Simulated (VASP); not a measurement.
# C in VASP: further runs

The runs below take C through single point, with PBE.

Program: VASP 6.6.1. These are calculated values, not measurements. Logs are shortened: lines on timing, memory, paths and dates and some standing lists are left out, and cuts for length are marked.

### 1 The slab as given

The cell holds a slab with vacuum, 2 atoms: a = 2.467 Å, b = 2.467 Å, c = 23.800 Å, α = 90.00°, β = 90.00°, γ = 120.00°.

The cell was built by a generator and needn't be a form met in nature.

### 2 Single point, PBE

Input file INCAR:

```
SYSTEM = C
  ALGO = Normal
  DIPOL = 0.5 0.5 0.378
  EDIFF = 1E-6
  ENCUT = 520
  GGA = PE
  IDIPOL = 3
  ISIF = 2
  ISMEAR = 0
  LASPH = .TRUE.
  LCHARG = .TRUE.
  LDIPOL = .TRUE.
  LELF = .TRUE.
  LREAL = .FALSE.
  LVACPOTAV = .TRUE.
  LVHAR = .TRUE.
  LWAVE = .FALSE.
  NBANDS = 11
  NELM = 60
  PREC = Accurate
  SIGMA = 0.1
```

Input file KPOINTS:

```
k-points
0
G
  21 21 1
  0 0 0
```

Input file POSCAR:

```
C
1.0
    2.4665273475      0.0000000000      0.0000000000
   -1.2332636738      2.1360753421      0.0000000000
    0.0000000000      0.0000000000     23.8000000000
C
2
Direct
    0.3333333333      0.6666666667      0.3781512605
    0.6666666667      0.3333333333      0.3781512605
```

Potentials or basis: VASP PAW PBE potentials, release 64 (C).

The run is started by

```sh
> cat potpaw_PBE.64/C/POTCAR > POTCAR
> mpirun -np 1 vasp_std > vasp.out
```

OUTCAR:

```text
SYSTEM = C
   EDIFF = 1E-6
   ENCUT = 520
   GGA = PE
   ISIF = 2
   ISMEAR = 0
   LASPH = .TRUE.
   LREAL = .FALSE.
   NELM = 60
   PREC = Accurate

 ion  position               nearest neighbor table
   1  0.333  0.667  0.378-   2 1.42   2 1.42   2 1.42
   2  0.667  0.333  0.378-   1 1.42   1 1.42   1 1.42

  LATTYP: Found a hexagonal cell.
 ALAT       =     2.4665273475
 C/A-ratio  =     9.6491936423

  Lattice vectors:

 A1 = (   2.4665273475,   0.0000000000,   0.0000000000)
 A2 = (  -1.2332636738,   2.1360753421,   0.0000000000)
 A3 = (   0.0000000000,   0.0000000000,  23.8000000000)

Analysis of symmetry for initial positions (statically):
=====================================================================
 Subroutine PRICEL returns:
 Original cell was already a primitive cell.

 Routine SETGRP: Setting up the symmetry group for a
 hexagonal supercell.

 Subroutine GETGRP returns: Found 24 space group operations
 (whereof 12 operations were pure point group operations)
 out of a pool of 24 trial point group operations.

The static configuration has the point symmetry C_6v.
 The point group associated with its full space group is D_6h.

Analysis of symmetry for dynamics (positions and initial velocities):
=====================================================================
 Subroutine PRICEL returns:
 Original cell was already a primitive cell.

 Routine SETGRP: Setting up the symmetry group for a
 hexagonal supercell.

 Subroutine GETGRP returns: Found 24 space group operations
 (whereof 12 operations were pure point group operations)
 out of a pool of 24 trial point group operations.

The dynamic configuration has the point symmetry C_6v.
 The point group associated with its full space group is D_6h.

 Subroutine INISYM returns: Found 24 space group operations
 (whereof 12 operations are pure point group operations),
 and found     1 'primitive' translations

----------------------------------------------------------------------------------------

                                     Primitive cell

  volume of cell :     125.3948

  direct lattice vectors                    reciprocal lattice vectors
     2.466527348  0.000000000  0.000000000     0.405428304  0.234074141  0.000000000
    -1.233263674  2.136075342  0.000000000     0.000000000  0.468148281  0.000000000
     0.000000000  0.000000000 23.800000000     0.000000000  0.000000000  0.042016807

  length of vectors
     2.466527348  2.466527348 23.800000000     0.468148281  0.468148281  0.042016807

  position of ions in fractional coordinates (direct lattice)
     0.333333333  0.666666667  0.378151260
     0.666666667  0.333333333  0.378151260

  ion indices of the primitive-cell ions
   primitive index   ion index
                 1           1
                 2           2

----------------------------------------------------------------------------------------

 KPOINTS: k-points

Automatic generation of k-mesh.
 Grid dimensions read from file:
 generate k-points for:   21   21    1

 Generating k-lattice:

  Cartesian coordinates                     Fractional coordinates (reciprocal lattice)
     0.019306110  0.011146388  0.000000000     0.047619048  0.000000000  0.000000000
     0.000000000  0.022292775  0.000000000     0.000000000  0.047619048  0.000000000
     0.000000000  0.000000000  0.042016807     0.000000000  0.000000000  1.000000000

  Length of vectors
     0.022292775  0.022292775  0.042016807

  Shift w.r.t. Gamma in fractional coordinates (k-lattice)
     0.000000000  0.000000000  0.000000000

 Subroutine IBZKPT returns following result:
 ===========================================

 Found     48 irreducible k-points:

 Following reciprocal coordinates:
            Coordinates               Weight
  0.000000  0.000000  0.000000      1.000000
  0.047619  0.000000  0.000000      6.000000
  0.095238  0.000000  0.000000      6.000000
  0.142857  0.000000  0.000000      6.000000
  0.190476  0.000000  0.000000      6.000000
  0.238095  0.000000  0.000000      6.000000
[... 16 lines left out ...]
  0.142857  0.095238  0.000000     12.000000
  0.190476  0.095238  0.000000     12.000000
 [... further k-points ...]
   k-points           NKPTS =     48   k-points in BZ     NKDIM =     48   number of bands    NBANDS=     11
   number of dos      NEDOS =    301   number of ions     NIONS =      2
   total plane-waves  NPLWV =  58320
   dimension x,y,z NGX =    18 NGY =   18 NGZ =  180
   dimension x,y,z NGXF=    36 NGYF=   36 NGZF=  360
   ions per type =               2
   NGX,Y,Z   is equivalent  to a cutoff of  12.13, 12.13, 12.57 a.u.
   NGXF,Y,Z  is equivalent  to a cutoff of  24.26, 24.26, 25.15 a.u.
 SYSTEM =  C
   PREC   = accura    normal or accurate (medium, high low for compatibility)
   ISTART =      0    job   : 0-new  1-cont  2-samecut
   ICHARG =      2    charge: 1-file 2-atom 10-const
   ISPIN  =      1    spin polarized calculation?
   LNONCOLLINEAR =      F non collinear calculations
   LSORBIT =      F    spin-orbit coupling
   LASPH  =      T    aspherical Exc in radial PAW
   ENCUT  =  520.0 eV  38.22 Ry    6.18 a.u.   4.59  4.59 44.25*2*pi/ulx,y,z
   NELM   =     60;   NELMIN=  2; NELMDL= -5     # of ELM steps
   EDIFF  = 0.1E-05   stopping-criterion for ELM
   LREAL  =      F    real-space projection
   EDIFFG = 0.1E-04   stopping-criterion for IOM
   NSW    =      0    number of steps for IOM
   IBRION =     -1    ionic relax: 0-MD 1-quasi-New 2-CG
   NFREE  =      0    steps in history (QN), initial steepest desc. (CG)
   ISIF   =      2    stress and relaxation
   ISYM   =      2    0-nonsym 1-usesym 2-fastsym
   POTIM  = 0.5000    time-step for ionic-motion
   TEBEG  =    0.0;   TEEND  =   0.0 temperature during run
   PSTRESS=    0.0 pullay stress
   NELECT =       8.0000    total number of electrons
   NUPDOWN=      -1.0000    fix difference up-down
   EMIN   =  10.00;   EMAX   =-10.00  energy-range for DOS
   EFERMI =   0.00;   METHOD = LEGACY
   ISMEAR =     0;   SIGMA  =   0.10  broadening in eV -4-tet -1-fermi 0-gaus
   EFERMI_NEDOS =   21; number of points for ismear=-14 and -15
   IALGO  =     38    algorithm
   IMIX   =      4    mixing-type and parameters
     AMIX     =   0.40;   BMIX     =  1.00
     AMIX_MAG =   1.60;   BMIX_MAG =  1.00
  volume/ion in A,a.u.               =      62.70       423.10
  Fermi-wavevector in a.u.,A,eV,Ry     =   0.654151  1.236167  5.822126  0.427914
  Thomas-Fermi vector in A             =   1.724619
   LORBIT       =      0    0 simple, 1 ext, 2 COOP (PROOUT), +10 PAW based schemes
   GGA     = PE    functional components
   LHFCALC =     F    Hartree Fock is set to
   AEXX    =    0.0000 exact exchange contribution
   IVDW    =     0    specifies the selected vdW correction
   LEPSILON=     F    determine dielectric tensor
   LRPA    =     F    only Hartree local field effects (RPA)
 non-spin polarized calculation
 Gauss-broadening in eV      SIGMA  =   0.10
  energy-cutoff  :      520.00
  volume of cell :      125.39
 maximum number of plane-waves:      3422
   NGX =  9   NGY =  9   NGZ = 89

 dipolmoment           0.000000      0.000000     -0.000000 electrons x Angstroem

 number of electron       7.9999997 magnetization

 dipolmoment           0.000000      0.000000      0.000000 electrons x Angstroem

 Free energy of the ion-electron system (eV)
  ---------------------------------------------------
  ext. energy  EPLUGINS =         0.00000000
  ---------------------------------------------------
  free energy    TOTEN  =       -18.45105673 eV

  energy without entropy =      -18.45054499  energy(sigma->0) =      -18.45080086

 E-fermi :  -2.9848     XC(G=0):  -1.8281

 val. band max:       -2.9847929069   @ k =   0.3333   0.3333   0.0000
 cond. band min:      -2.9847929007   @ k =   0.3333   0.3333   0.0000
 fundamental gap:      0.0000000062
 Fermi energy:        -2.9847929048

 k-point     1 :       0.0000    0.0000    0.0000
  band No.  band energies     occupation
      1     -22.5020      2.00000
      2     -10.5976      2.00000
      3      -6.0312      2.00000
      4      -6.0312      2.00000
      5       0.2792      0.00000
      6       1.0556      0.00000
      7       1.3408      0.00000
      8       1.9240      0.00000
      9       2.2740      0.00000
     10       3.3736      0.00000
     11       3.8399      0.00000

 k-point     2 :       0.0476    0.0000    0.0000
  band No.  band energies     occupation
      1     -22.4485      2.00000
      2     -10.5336      2.00000
      3      -6.2512      2.00000
      4      -6.1470      2.00000
      5       0.3518      0.00000
      6       1.1293      0.00000
      7       1.4154      0.00000
      8       1.9981      0.00000
      9       2.3481      0.00000
     10       3.4473      0.00000
     11       3.9131      0.00000

 k-point     3 :       0.0952    0.0000    0.0000
  band No.  band energies     occupation
      1     -22.2880      2.00000
      2     -10.3421      2.00000
      3      -6.8686      2.00000
      4      -6.4638      2.00000
      5       0.5699      0.00000
      6       1.3504      0.00000
      7       1.6393      0.00000
      8       2.2206      0.00000
      9       2.5703      0.00000
     10       3.6683      0.00000
     11       4.1327      0.00000
[... 267 lines left out ...]
 k-point    23 :       0.1429    0.0952    0.0000
  band No.  band energies     occupation
      1     -21.4897      2.00000
      2      -9.3977      2.00000
      3      -9.0670      2.00000
      4      -7.9334      2.00000
      5       1.6602      0.00000
      6       2.4528      0.00000
      7       2.7590      0.00000
      8       3.3314      0.00000
      9       3.6820      0.00000
     10       4.7695      0.00000
     11       5.2297      0.00000

 k-point    24 :       0.1905    0.0952    0.0000
  band No.  band energies     occupation
      1     -21.0146      2.00000
      2     -10.1614      2.00000
      3      -8.8429      2.00000
      4      -8.5063      2.00000
      5       2.3132      0.00000
      6       3.1080      0.00000
      7       3.4307      0.00000
      8       3.9888      0.00000
      9       4.3022      0.00000
     10       4.3483      0.00000
     11       5.4333      0.00000

 [... further k-points ...]

------------------------ aborting loop because EDIFF is reached ----------------------------------------

  FORCE on cell =-STRESS in cart. coord.  units (eV):
  Direction    XX          YY          ZZ          XY          YZ          ZX
  --------------------------------------------------------------------------------------
  -------------------------------------------------------------------------------------
  Total        0.0749711      0.0749711     -0.0106476     -0.0000000     -0.0000000     -0.0000000
  in kB        0.9579111      0.9579111     -0.1360449     -0.0000000     -0.0000000     -0.0000000
  external PRESSURE =       0.5932591 kB  Pullay stress =       0.0000000 kB

 VOLUME and BASIS-vectors are now :
 -----------------------------------------------------------------------------
  energy-cutoff  :      520.00
  volume of cell :      125.39
      direct lattice vectors                 reciprocal lattice vectors
     2.466527348  0.000000000  0.000000000     0.405428304  0.234074141  0.000000000
    -1.233263674  2.136075342  0.000000000     0.000000000  0.468148281  0.000000000
     0.000000000  0.000000000 23.800000000     0.000000000  0.000000000  0.042016807

 POSITION                                       TOTAL-FORCE (eV/Angst)
 -----------------------------------------------------------------------------------
     -0.00000      1.42405      9.00000         0.000000      0.000000      0.000000
      1.23326      0.71203      9.00000        -0.000000      0.000000     -0.000000
 -----------------------------------------------------------------------------------
    total drift:                               -0.000000     -0.000000     -0.000000

  FREE ENERGIE OF THE ION-ELECTRON SYSTEM (eV)
  ---------------------------------------------------
  free  energy   TOTEN  =       -18.4510567252 eV

  energy  without entropy=      -18.4505449886  energy(sigma->0) =      -18.45080086

 vacuum level on the upper side and lower side of the slab         1.262         1.262
```

Run time: 2.1 min. Hardware: 1 thread of Intel Xeon Platinum 8375C at 2.90GHz (Ice Lake), shared host; peak memory 0.24 GiB.

What came out:

- Free energy: -18.4511 eV
- Band gap on the k mesh: none (metal or under the smearing width)
- Work function of the upper face: 4.25 eV
- Work function of the lower face: 4.25 eV

Levels at points of the mesh, in eV from the Fermi level:
```tsv
k point	band 1	band 2	band 3	band 4	band 5	band 6	band 7	band 8
(0.00, 0.00, 0.00)	-19.52	-7.61	-3.05	-3.05	3.26	4.04	4.33	4.91
```

### 3 Single point, PBE

Input file INCAR:

```
SYSTEM = C
PREC = Accurate
ENCUT = 520
EDIFF = 1E-6
ISMEAR = 0
SIGMA = 0.1
LREAL = .False.
LASPH = .True.
NELM = 60
ALGO = Fast
ISIF = 2
LWAVE = .False.
LCHARG = .False.
LDIPOL = .True.
IDIPOL = 3
DIPOL = 0.5 0.5 0.378
GGA = PE
NBANDS = 11
```

Input file KPOINTS:

```
Automatic mesh
0
Gamma
  21 21 1
  0 0 0
```

POSCAR is that of step 2.

Potentials or basis: VASP PAW PBE potentials, release 64 (C).

The run is started by

```sh
> cat potpaw_PBE.64/C/POTCAR > POTCAR
> mpirun -np 1 vasp_std > vasp.out
```

Wall time 1.7 min (1 thread of Intel Xeon Platinum 8375C at 2.90GHz (Ice Lake), shared host); peak memory 0.24 GiB.

Results (log left out):

| Quantity | Value |
| --- | --- |
| Free energy | -18.4511 eV |
| Band gap on the k mesh | none (metal or under the smearing width) |

Levels at points of the mesh, in eV from the Fermi level:
```
           k point  band 2  band 3  band 4  band 5  band 6  band 7
(0.00, 0.00, 0.00)   -7.61   -3.05   -3.05    3.26    4.04    4.29
```

### 4 Single point, PBE

This run uses another cell than the first one, of 47.74 Å³/atom, 0.761 times its volume.

Input file INCAR:

```
PREC = Accurate ; ENCUT = 520
EDIFF = 1E-7 ; ISMEAR = 0
SIGMA = 0.1 ; LREAL = False
LASPH = True ; NELM = 60
ALGO = Fast ; ISIF = 2
LWAVE = False ; LCHARG = False
LDIPOL = True ; IDIPOL = 3
DIPOL = 0.5 0.5 0.500 ; GGA = PE
NBANDS = 11
```

Input file KPOINTS:

```
regular mesh
0
Gamma
  21 21 1
```

Input file POSCAR:

```
C
1.0
    2.4747540000      0.0000000000      0.0000000000
   -1.2373770000      2.1432000000      0.0000000000
    0.0000000000      0.0000000000     18.0000000000
C
2
Direct
    0.3333333300      0.6666666700      0.5000000000
    0.6666666700      0.3333333300      0.5000000000
```

The run is started by

```sh
> cat potpaw_PBE.64/C/POTCAR > POTCAR
> mpirun -np 1 vasp_std > vasp.out
```

Wall time 2.1 min (1 thread of Intel Xeon Platinum 8375C at 2.90GHz (Ice Lake), shared host); peak memory 0.2 GiB.

It converged, with:

```yaml
Free_energy: -18.4501 eV
Band_gap_on_the_k_mesh: none (metal or under the smearing width)
```

Levels at points of the mesh, in eV from the Fermi level:
```
           k point  band 1  band 2  band 3  band 4  band 5  band 6  band 7  band 8
(0.00, 0.00, 0.00)  -19.44   -7.55   -3.05   -3.05    3.29    4.11    4.53    5.72
```

### 5 Single point, PBE

This run uses another cell than the first one, of 47.74 Å³/atom, 0.761 times its volume.

Input file INCAR:

```
ALGO = Normal
DIPOL = 0.5 0.5 0.500
EDIFF = 1E-7
ENCUT = 520
GGA = PE
IDIPOL = 3
ISIF = 2
ISMEAR = 0
LASPH = True
LCHARG = False
LDIPOL = True
LREAL = False
LWAVE = False
NBANDS = 11
NELM = 60
PREC = Accurate
SIGMA = 0.1
```

Input file KPOINTS:

```
k-points
0
Gamma
  9 9 1
```

POSCAR is that of step 4.

The run is started by

```sh
> cat potpaw_PBE.64/C/POTCAR > POTCAR
> mpirun -np 1 vasp_std > vasp.out
```

Wall time 24 s (1 thread of Intel Xeon Platinum 8375C at 2.90GHz (Ice Lake), shared host); peak memory 0.19 GiB.

Results (log left out):

| Property | Result |
| --- | --- |
| Free energy | -18.4366 eV |
| Band gap on the k mesh | none (metal or under the smearing width) |

Levels at points of the mesh, in eV from the Fermi level:
```tsv
k point	band 2	band 3	band 4	band 5	band 6	band 7
(0.00, 0.00, 0.00)	-7.55	-3.05	-3.05	3.29	4.11	4.52
```

### 6 Summary

```csv
cell,k mesh,gap on the mesh (eV)
"P6/mmm, 62.7 Å³/atom",21 × 21 × 1,none
"P6/mmm, 47.74 Å³/atom",21 × 21 × 1,none
"P6/mmm, 47.74 Å³/atom",9 × 9 × 1,none
```

Alike in all rows: task single point; level PBE; potentials or basis VASP PAW PBE potentials, release 64 (C); no spin polarisation; cutoff (eV) 520; smearing gaussian 0.1 eV.

Every run on the cell as given and a fine mesh finds a metal.

Total energies depend on the potentials used, so only differences within one code and one set of settings carry meaning.
